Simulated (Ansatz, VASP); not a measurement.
This is a calculation of BaTiO3 for VASP 6.6.1.

Contents of INCAR:

```
  PREC = Accurate
  ENCUT = 520
  EDIFF = 1E-6
  ISMEAR = -1
  SIGMA = 0.05
  LREAL = F
  LASPH = T
  NELM = 80
  ALGO = Normal
  ISIF = 2
  LWAVE = F
  LCHARG = F
  GGA = RE
  NBANDS = 28
```

File KPOINTS:

```
regular mesh
0
Gamma
  7 7 7
```

The input POSCAR:

```
BaTiO3
1.0
    4.0262895137      0.0000000000      0.0000000000
    0.0000000000      4.0262895137      0.0000000000
    0.0000000000      0.0000000000      4.0446100470
Ba Ti O
1 1 3
Direct
    0.0000000000      0.0000000000      0.0000000000
    0.5000000000      0.5000000000      0.4900000000
    0.0000000000      0.5000000000      0.5170000000
    0.5000000000      0.0000000000      0.5170000000
    0.5000000000      0.5000000000      0.0190000000
```

Potentials or basis: VASP PAW PBE potentials, release 64 (Ba_sv, Ti_sv, O).

Run with:

```console
$ cat potpaw_PBE.64/Ba_sv/POTCAR potpaw_PBE.64/Ti_sv/POTCAR potpaw_PBE.64/O/POTCAR > POTCAR
$ mpirun -np 1 vasp_std > vasp.out
```

**Question.** Translate it to Ansatz 0.2.0. Potentials there: Ansatz PAW.

**Answer.** As run (the cutoff follows the program's own potentials):

The input input.yaml:

```yaml
crystal:
  lattice:
    - [4.0262895137, 0.0, 0.0]
    - [0.0, 4.0262895137, 0.0]
    - [0.0, 0.0, 4.044610047]
  atoms:
    - { symbol: Ba, position: [0.0, 0.0, 0.0] }
    - { symbol: Ti, position: [0.5, 0.5, 0.49] }
    - { symbol: O, position: [0.0, 0.5, 0.517] }
    - { symbol: O, position: [0.5, 0.0, 0.517] }
    - { symbol: O, position: [0.5, 0.5, 0.019] }
hamiltonian:
  xc: revpbe
  pseudopotentials: { kind: paw }
kpoints:
  mp_grid: { grid: [7, 7, 7] }
scf:
  occupations: { method: fermi_dirac, width: 0.05 }
output:
  forces: true
  stress: true
  eigenvalues: true
```

Potentials or basis: Ansatz PAW.

Launch:

```bash
$ ansatz run input.yaml --threads 2 --pin off --max-ram 5120MiB --backend cpu --events-out ev --progress --plain --runs-dir out
```

Both were run:

|  | VASP | Ansatz | Ansatz less VASP |
| --- | --- | --- | --- |
| gap on the k mesh at the Fermi level (eV) | 1.85 | 1.91 | +0.060 |
| least direct gap on the mesh (eV) | 2.06 | 2.09 | +0.025 |
| pressure (GPa) | 3.9 | 2.2 | -1.64 |
| largest component of the traceless stress (GPa) | 0.56 | 0.53 | -0.022 |
| rms of the force components (eV/Å) | 0.124 | 0.130 | +0.0056 |

Atom by atom the forces differ by 0.013 eV/Å (rms over components).

Caveats: spin-orbit coupling is left out, which moves the levels of the heavy elements; the PAW data sets were made with another functional, which shifts forces and pressure a little (VASP); an odd mesh through Γ misses points on the zone boundary, where band edges often lie (VASP); odd divisions of the mesh miss points on the zone boundary, where band edges often lie, so the gap on the mesh can be too wide (Ansatz); the pressure holds a Pulay correction of +0.5 GPa for the finite cutoff (Ansatz); the PAW data sets come from PBE, with cores solved anew for the run's functional, which leaves a small shift of forces and pressure (Ansatz). As with any semilocal functional, this revPBE gap is likely too small.
